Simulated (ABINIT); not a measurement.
# Ge (Fd-3m) in ABINIT: notebook

One crystal, Ge, is run at these levels: LDA, PBEsol, PBE; tasks: single point, relaxation of cell and atoms.

All numbers are computed with ABINIT 10.8.3 (patched build); they aren't measurements. Logs are shortened: lines on timing, memory, paths and dates and some standing lists are left out, and cuts for length are marked. The log counts tension as positive stress, the text compression.

**Experimental background.**

From “Temperature-dependent photoluminescence in Ge: experiment and theory”, 2020, arxiv:2003.00143, for a bulk crystal of Ge at 0 K: band gap 0.744 eV (indirect).

“Electronic and optical properties of SixGe1-x-ySny alloys lattice-matched to Ge”, 2021, arxiv:2109.02782 reports, for a bulk crystal of Ge at 293 K: band gap 0.666 eV (indirect).

The results are compared with them further down.

### 1 The crystal as given

It takes space group Fd-3m (No. 227, cubic). Conventional cell: a = 5.658 Å, b = 5.658 Å, c = 5.658 Å, α = 90.00°, β = 90.00°, γ = 90.00°. Ge (site symmetry -43m) is surrounded by 4 Ge at 2.45 Å.

### 2 Single point, LDA (cell relaxed)

run.abi reads:

```
# Pseudopotentials
pp_dirpath "./"
pseudos "Ge.LDA_PW-JTH.xml"

# Structure
acell 3.9821070097 3.9821070097 3.9821070097 Angstrom
rprim
     0.0000000000     0.7071067812     0.7071067812
     0.7071067812     0.0000000000     0.7071067812
     0.7071067812     0.7071067812     0.0000000000
ntypat 1
znucl 32
natom 2
typat 1 1
xcart
     7.9815649994     7.9815649994     7.9815649994
     5.3210433329     5.3210433329     5.3210433329
chkprim 0
chksymtnons 0
tolsym 1.0e-6

# Plane-wave basis
ecut 15.0
pawecutdg 30.0

# k points
kptopt 1
ngkpt 6 6 6
nshiftk 1
shiftk 0.0 0.0 0.0

# Exchange and correlation
ixc 7

# Bands and occupations
nband 18
occopt 3
tsmear 0.05 eV

# SCF cycle
nstep 100
tolvrs 1.0e-9

# Output
iomode 3
prtwf 0
prteig 0
prtebands 0
prtden 1
prtvha 1
prtvclmb 1
prtpot 1
```

Potentials or basis: JTH PAW LDA v2.0.

Launch:

```console
$ abinit run.abi > log 2>&1
```

run.abo:

```text
.Version 10.8.3 of ABINIT
 Symmetries : space group Fd -3 m (#227); Bravais cF (face-center cubic)
================================================================================
 Values of the parameters that define the memory need of the present run
     intxc =       0    ionmov =       0      iscf =      17    lmnmax =      18
     lnmax =       6     mgfft =      30  mpssoang =       3    mqgrid =    3001
     natom =       2  nloc_mem =       2    nspden =       1   nspinor =       1
    nsppol =       1      nsym =      48    n1xccc =       1    ntypat =       1
    occopt =       3   xclevel =       1
       mpw =         853          nfft =       27000          nkpt =          16
 PAW method is used; the additional fine FFT grid is defined by:
   mgfftf=        40    nfftf =     64000
================================================================================
================================================================================

--------------------------------------------------------------------------------
------------- Echo of variables that govern the present computation ------------
--------------------------------------------------------------------------------
 -outvars: echo values of preprocessed input variables --------
            acell      7.5250916524E+00  7.5250916524E+00  7.5250916524E+00 Bohr
              amu      7.26100000E+01
          chkprim           0
      chksymtnons           0
             ecut      1.50000000E+01 Hartree
              ixc           7
         kptrlatt        6    0    0      0    6    0      0    0    6
          kptrlen      4.51505499E+01
            natom           2
            nband          18
            ngfft          30      30      30
          ngfftdg          40      40      40
             nkpt          16
            nstep         100
             nsym          48
           ntypat           1
           occopt           3
        pawecutdg      3.00000000E+01 Hartree
        prtebands           0
           prteig           0
           prtpot           1
         prtvclmb           1
           prtvha           1
            prtwf           0
            rprim      0.0000000000E+00  7.0710678120E-01  7.0710678120E-01
                       7.0710678120E-01  0.0000000000E+00  7.0710678120E-01
                       7.0710678120E-01  7.0710678120E-01  0.0000000000E+00
          spgroup         227
           tolsym      1.00000000E-06
           tolvrs      1.00000000E-09
           tsmear      1.83746611E-03 Hartree
            typat      1  1
           useylm           1
           xangst      4.2236623026E+00  4.2236623026E+00  4.2236623026E+00
                       2.8157748676E+00  2.8157748676E+00  2.8157748676E+00
            xcart      7.9815650003E+00  7.9815650003E+00  7.9815650003E+00
                       5.3210433320E+00  5.3210433320E+00  5.3210433320E+00
             xred      7.4999999957E-01  7.4999999957E-01  7.4999999957E-01
                       4.9999999957E-01  4.9999999957E-01  4.9999999957E-01
            znucl       32.00000

================================================================================

 chkinp: Checking input parameters for consistency.

================================================================================
== DATASET  1 ==================================================================

--- !DatasetInfo
iteration_state: {dtset: 1, }
dimensions: {natom: 2, nkpt: 16, mband: 18, nsppol: 1, nspinor: 1, nspden: 1, mpw: 853, }
cutoff_energies: {ecut:  15.0, pawecutdg:  30.0, }
electrons: {nelect:   2.80000000E+01, charge:   0.00000000E+00, occopt:   3.00000000E+00, tsmear:   1.83746611E-03, }
meta: {optdriver: 0, ionmov: 0, optcell: 0, iscf: 17, paral_kgb: 0, }
...

 Exchange-correlation functional for the present dataset will be:
  LDA: Perdew-Wang 92 LSD fit to Ceperley-Alder data - ixc=7
  J.P.Perdew and Y.Wang, PRB 45, 13244 (1992)

 Real(R)+Recip(G) space primitive vectors, cartesian coordinates (Bohr,Bohr^-1):
 R(1)=  0.0000000  5.3210433  5.3210433  G(1)= -0.0939665  0.0939665  0.0939665
 R(2)=  5.3210433  0.0000000  5.3210433  G(2)=  0.0939665 -0.0939665  0.0939665
 R(3)=  5.3210433  5.3210433  0.0000000  G(3)=  0.0939665  0.0939665 -0.0939665
 Unit cell volume ucvol=  3.0131474E+02 bohr^3
 Angles (23,13,12)=  6.00000000E+01  6.00000000E+01  6.00000000E+01 degrees

 Coarse grid specifications (used for wave-functions):

 getcut: wavevector=  0.0000  0.0000  0.0000  ngfft=  30  30  30
         ecut(hartree)=     15.000   => boxcut(ratio)=   2.28918

 getcut : COMMENT -
  Note that boxcut > 2.2 ; recall that boxcut=Gcut(box)/Gcut(sphere) = 2
  is sufficient for exact treatment of convolution.
  Such a large boxcut is a waste : you could raise ecut
  e.g. ecut=   19.651364 Hartrees makes boxcut=2

 Fine grid specifications (used for densities):

 getcut: wavevector=  0.0000  0.0000  0.0000  ngfft=  40  40  40
         ecut(hartree)=     30.000   => boxcut(ratio)=   2.15587

--- Pseudopotential description ------------------------------------------------
- pspini: atom type   1  psp file is ./Ge.LDA_PW-JTH.xml
 Pseudopotential format is: paw10
 basis_size (lnmax)=  6 (lmn_size= 18), orbitals=   0   0   1   1   2   2
 Spheres core radius: rc_sph= 2.30476891
 Shapefunction is SIN type: shapef(r)=[sin(pi*r/rshp)/(pi*r/rshp)]**2
 Radius for shape functions =  1.99988291
 Compensation charge density is not taken into account in XC energy/potential

   1.08814055E+03                                ecore*ucvol(ha*bohr**3)
--------------------------------------------------------------------------------

================================================================================

--- !BeginCycle
iteration_state: {dtset: 1, }
solver: {iscf: 17, nstep: 100, nline: 4, wfoptalg: 10, }
tolerances: {tolvrs: 1.00E-09, }
...

     iter   Etot(hartree)      deltaE(h)  residm     nres2
 ETOT  1  -190.87585485610    -1.909E+02 3.752E+00 1.472E+00
 ETOT  2  -191.64325708858    -7.674E-01 3.574E-01 6.406E-01
 ETOT  3  -191.63953240231     3.725E-03 1.407E-01 7.294E-02
 ETOT  4  -191.63889801507     6.344E-04 1.462E-02 1.138E-02
 ETOT  5  -191.63886030186     3.771E-05 7.726E-03 2.524E-03
 ETOT  6  -191.63886933442    -9.033E-06 9.745E-04 5.207E-05
 ETOT  7  -191.63886954935    -2.149E-07 6.179E-04 6.228E-06
 ETOT  8  -191.63886950562     4.372E-08 2.882E-04 3.597E-07
 ETOT  9  -191.63886950090     4.727E-09 1.630E-04 2.120E-08
 ETOT 10  -191.63886950085     5.076E-11 7.654E-05 4.374E-10

 At SCF step   10       nres2   =  4.37E-10 < tolvrs=  1.00E-09 =>converged.

 Cartesian components of stress tensor (hartree/bohr^3)
  sigma(1 1)=  5.68592894E-05  sigma(3 2)=  0.00000000E+00
  sigma(2 2)=  5.68592894E-05  sigma(3 1)=  0.00000000E+00
  sigma(3 3)=  5.68592894E-05  sigma(2 1)=  0.00000000E+00

--- !ResultsGS
iteration_state: {dtset: 1, }
comment   : Summary of ground state results
lattice_vectors:
- [  0.0000000,   5.3210433,   5.3210433, ]
- [  5.3210433,   0.0000000,   5.3210433, ]
- [  5.3210433,   5.3210433,   0.0000000, ]
lattice_lengths: [   7.52509,    7.52509,    7.52509, ]
lattice_angles: [ 60.000,  60.000,  60.000, ] # degrees, (23, 13, 12)
lattice_volume:   3.0131474E+02
convergence: {deltae:  5.076E-11, res2:  4.374E-10, residm:  7.654E-05, diffor: null, }
etotal    :  -1.91638870E+02
entropy   :   0.00000000E+00
fermie    :   2.56406440E-01
cartesian_stress_tensor: # hartree/bohr^3
- [  5.68592894E-05,   0.00000000E+00,   0.00000000E+00, ]
- [  0.00000000E+00,   5.68592894E-05,   0.00000000E+00, ]
- [  0.00000000E+00,   0.00000000E+00,   5.68592894E-05, ]
pressure_GPa:  -1.6729E+00
xred      :
- [  7.5000E-01,   7.5000E-01,   7.5000E-01, Ge]
- [  5.0000E-01,   5.0000E-01,   5.0000E-01, Ge]
cartesian_forces: # hartree/bohr
- [  2.37204880E-30,  -7.11614641E-30,   2.37204880E-30, ]
- [ -2.37204880E-30,   7.11614641E-30,  -2.37204880E-30, ]
force_length_stats: {min:   7.86719587E-30, max:   7.86719587E-30, mean:   7.86719587E-30, }
...

 Integrated electronic density in atomic spheres:
 ------------------------------------------------
 Atom  Sphere_radius  Integrated_density
    1        2.30477         12.41871419
    2        2.30477         12.41871419

================================================================================

 ----iterations are completed or convergence reached----

 Mean square residual over all n,k,spin=   36.649E-08; max=  76.541E-06
 reduced coordinates (array xred) for    2 atoms
       0.749999999573      0.749999999573      0.749999999573
       0.499999999573      0.499999999573      0.499999999573
 rms dE/dt=  2.6609E-29; max dE/dt=  3.3658E-29; dE/dt below (all hartree)
    1       0.000000000000     -0.000000000000      0.000000000000
    2      -0.000000000000      0.000000000000     -0.000000000000

 cartesian coordinates (angstrom) at end:
    1      4.22366230262867     4.22366230262868     4.22366230262868
    2      2.81577486761721     2.81577486761721     2.81577486761721

 cartesian forces (hartree/bohr) at end:
    1      0.00000000000000    -0.00000000000000     0.00000000000000
    2     -0.00000000000000     0.00000000000000    -0.00000000000000
 frms,max,avg= 4.5421277E-30 7.1161464E-30   0.000E+00  0.000E+00  0.000E+00 h/b

 cartesian forces (eV/Angstrom) at end:
    1      0.00000000000000    -0.00000000000000     0.00000000000000
    2     -0.00000000000000     0.00000000000000    -0.00000000000000
 frms,max,avg= 2.3356559E-28 3.6592696E-28   0.000E+00  0.000E+00  0.000E+00 e/A
 length scales=  7.525091652391  7.525091652391  7.525091652391 bohr
              =  3.982107009700  3.982107009700  3.982107009700 angstroms
 Fermi (or HOMO) energy (hartree) =   0.25641   Average Vxc (hartree)=  -0.35106
 Eigenvalues (hartree) for nkpt=  16  k points:
 kpt#   1, nband= 18, wtk=  0.00463, kpt=  0.0000  0.0000  0.0000 (reduced coord)
  -0.65920   -0.65920   -0.65920   -0.65780   -0.65780   -0.64972   -0.64972   -0.64972
  -0.64918   -0.64918   -0.21941    0.25312    0.25652    0.25652    0.25652    0.34960
   0.34960    0.34960
      occupation numbers for kpt#   1
   2.00000    2.00000    2.00000    2.00000    2.00000    2.00000    2.00000    2.00000
   2.00000    2.00000    2.00000    1.71344    0.96967    0.96967    0.96967    0.00000
   0.00000    0.00000
 prteigrs : prtvol=0 or 1, do not print more k-points.

--- !EnergyTerms
iteration_state     : {dtset: 1, }
comment             : Components of total free energy in Hartree
kinetic             :  1.32703205222574E+01
hartree             :  4.42902005938738E+01
xc                  : -4.67345165731169E+00
Ewald energy        : -9.92110334262928E+01
psp_core            :  3.61130866631807E+00
local_psp           : -1.44270838034401E+02
PAW spherical_terms : -4.65528369909811E+00
internal            : -1.91638777034655E+02
'-kT*entropy'       : -7.52855585773591E-05
total_energy        : -1.91638852320213E+02
total_energy_eV     : -5.21475883022183E+03
...

--- !EnergyTermsDC
iteration_state     : {dtset: 1, }
comment             : '"Double-counting" decomposition of free energy'
band_energy         : -1.27141308861152E+01
Ewald energy        : -9.92110334262928E+01
psp_core            :  3.61130866631807E+00
xc_dc               : -4.30518930614145E+01
PAW spherical_terms : -4.02730455077835E+01
internal            : -1.91638794215288E+02
'-kT*entropy'       : -7.52855585773591E-05
total_energy_dc     : -1.91638869500846E+02
total_energy_dc_eV  : -5.21475929773068E+03
...

--- !EnergyTermsWithPAWCore
iteration_state     : {dtset: 1, }
comment             : 'Components of total free energy, including PAW core contributions'
Total energy        : -4.19217323727808E+03
Total energy DC     : -4.19217325445871E+03
Total energy (eV)   : -1.14074845169638E+05
Total energy DC (eV): -1.14074845637147E+05
...

 Cartesian components of stress tensor (hartree/bohr^3)
  sigma(1 1)=  5.68592894E-05  sigma(3 2)=  0.00000000E+00
  sigma(2 2)=  5.68592894E-05  sigma(3 1)=  0.00000000E+00
  sigma(3 3)=  5.68592894E-05  sigma(2 1)=  0.00000000E+00

-Cartesian components of stress tensor (GPa)         [Pressure= -1.6729E+00 GPa]
- sigma(1 1)=  1.67285805E+00  sigma(3 2)=  0.00000000E+00
- sigma(2 2)=  1.67285805E+00  sigma(3 1)=  0.00000000E+00
- sigma(3 3)=  1.67285805E+00  sigma(2 1)=  0.00000000E+00

== END DATASET(S) ==============================================================
================================================================================

 -outvars: echo values of variables after computation  --------
            acell      7.5250916524E+00  7.5250916524E+00  7.5250916524E+00 Bohr
           etotal     -1.9163886950E+02
            fcart      2.3720488042E-30 -7.1161464126E-30  2.3720488042E-30
                      -2.3720488042E-30  7.1161464126E-30 -2.3720488042E-30
            rprim      0.0000000000E+00  7.0710678120E-01  7.0710678120E-01
                       7.0710678120E-01  0.0000000000E+00  7.0710678120E-01
                       7.0710678120E-01  7.0710678120E-01  0.0000000000E+00
           strten      5.6859289398E-05  5.6859289398E-05  5.6859289398E-05
                       0.0000000000E+00  0.0000000000E+00  0.0000000000E+00
           xangst      4.2236623026E+00  4.2236623026E+00  4.2236623026E+00
                       2.8157748676E+00  2.8157748676E+00  2.8157748676E+00
             xred      7.4999999957E-01  7.4999999957E-01  7.4999999957E-01
                       4.9999999957E-01  4.9999999957E-01  4.9999999957E-01
 Calculation completed.
```

Run time: 8.9 s. Hardware: 1 thread of Arm Neoverse V1, shared host; peak memory 0.09 GiB.

Results:

```yaml
Free_energy: -5214.7593 eV
Band_gap_on_the_k_mesh: none (metal or under the smearing width)
```

Levels at points of the mesh, in eV from the Fermi level:
| k point | band 10 | band 11 | band 12 | band 13 | band 14 | band 15 | band 16 | band 17 | band 18 |
| --- | --- | --- | --- | --- | --- | --- | --- | --- | --- |
| (0.00, 0.00, 0.00) | -24.64 | -12.95 | -0.09 | 0.00 | 0.00 | 0.00 | 2.54 | 2.54 | 2.54 |
| (0.50, 0.00, 0.00) | -24.61 | -10.82 | -7.73 | -1.43 | -1.43 | 0.08 | 3.74 | 3.74 | 6.97 |
| (0.50, 0.50, 0.00) | -24.60 | -9.01 | -9.01 | -3.14 | -3.14 | 0.65 | 0.65 | 9.50 | 9.50 |

Caveat: the cutoff is too short for stress, so the log's stress isn't used; this crystal is a semiconductor, whose small gap the functional closes, so the metal is an error of the method; the atomic spheres overlap.

(Part 1 of 2 ends here.)
